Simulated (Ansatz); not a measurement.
## FeSi2 (P4/mmm)

Theory: Ansatz, DFT r2SCAN, scalar-relativistic, plane waves, PAW.

Plane waves to 500 eV, a k mesh through Γ of 16×16×8 on the computed 3-atom cell and Gaussian smearing (0.10 eV); collinear spin from starting moments 0.18 0 0 μB.

The structure is relaxed at this level of theory with its symmetry kept. Whether it is the stable form of this composition wasn't checked.

The structure is tetragonal, space group P4/mmm (No. 123). The conventional cell has a = 2.682 Å, b = 2.682 Å, c = 5.104 Å, α = 90.00°, β = 90.00°, γ = 90.00°. Around Fe (site symmetry 4/mmm) lie 8 Si at 2.35 Å and 4 Fe at 2.68 Å. Si (site symmetry 4mm) is surrounded by 5 Si at 2.34 to 2.68 Å and 4 Fe at 2.35 Å.

| Item | Value |
| --- | --- |
| Volume per atom | 12.24 Å³ |
| Formation energy from the elements' standard states (uncorrected) | -0.213 eV/atom |
| Generalised Kohn–Sham band gap | none (metal) |
| Density of states at the Fermi level | 1.13 states/eV per cell |
| Löwdin character within 0.5 eV of the Fermi level | Fe 3d 71 %, Si 3p 22 %, unprojected 4 % |
| Bader charges (e) | Fe (1 in the cell) -0.55, Si (2 in the cell) 0.27 |
| Total moment | 0.13 μB per cell |
| Site moments (μB; atoms counted from 1 over the whole cell) | Fe (atom 1) 0.16 |

The state reached may not be the lowest one.

Only this magnetic start was tried.

Cost: 1 run of about 3.9 core-minutes, on Intel Xeon Processor @ 2.50GHz (Skylake/Cascade Lake) (shared hosts).